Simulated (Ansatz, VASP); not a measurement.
This is a calculation of SnTe3 for Ansatz 0.2.0.

Contents of input.yaml:

```yaml
crystal:
  lattice:
    - [0.0, 3.861219, 3.861219]
    - [3.861219, 0.0, 3.861219]
    - [3.861219, 3.861219, 0.0]
  atoms:
    - { symbol: Te, position: [0.5, 0.5, 0.5] }
    - { symbol: Te, position: [0.75, 0.75, 0.75] }
    - { symbol: Te, position: [0.25, 0.25, 0.25] }
    - { symbol: Sn, position: [0.0, 0.0, 0.0] }
hamiltonian:
  xc: pbe
  pseudopotentials: { kind: paw }
kpoints:
  mp_grid: { grid: [6, 6, 6] }
scf:
  occupations: { method: fermi_dirac, width: 0.05 }
output:
  forces: true
  stress: true
  eigenvalues: true
```

Potentials or basis: Ansatz PAW.

Launch:

```console
$ ansatz run input.yaml --threads 2 --pin off --max-ram 5120MiB --backend cpu --events-out ev --progress --plain --runs-dir out
```

Task: Set up the same calculation for VASP 6.6.1. Potentials there: VASP PAW PBE potentials, release 64 (Te, Sn_d).

Result: As run (the cutoff follows the program's own potentials):

Contents of INCAR:

```
PREC = Accurate
ENCUT = 520
EDIFF = 1E-6
ISMEAR = -1
SIGMA = 0.05
LREAL = F
LASPH = T
NELM = 60
ALGO = Normal
ISIF = 2
LWAVE = F
LCHARG = T
GGA = PE
LELF = T
LVHAR = T
NBANDS = 24
```

File KPOINTS:

```
regular mesh
0
Gamma
  6 6 6
```

The input POSCAR:

```
SnTe3
1.0
    0.0000000000      3.8612190000      3.8612190000
    3.8612190000      0.0000000000      3.8612190000
    3.8612190000      3.8612190000      0.0000000000
Te Sn
3 1
Direct
    0.5000000000      0.5000000000      0.5000000000
    0.7500000000      0.7500000000      0.7500000000
    0.2500000000      0.2500000000      0.2500000000
    0.0000000000      0.0000000000      0.0000000000
```

Potentials or basis: VASP PAW PBE potentials, release 64 (Te, Sn_d).

Command:

```bash
$ cat potpaw_PBE.64/Te/POTCAR potpaw_PBE.64/Sn_d/POTCAR > POTCAR
$ mpirun -np 1 vasp_std > vasp.out
```

Both were run:

|  | VASP | Ansatz | Ansatz less VASP |
| --- | --- | --- | --- |
| gap on the k mesh at the Fermi level (eV) | none | none | - |
| pressure (GPa) | 0.1 | 0.1 | +0.06 |

A gap of «none» marks a metal or a gap that the smearing closes. The two sets of potentials don't hold the same shells in valence.

The runs have no spin-orbit coupling, so splittings on Te are missing.
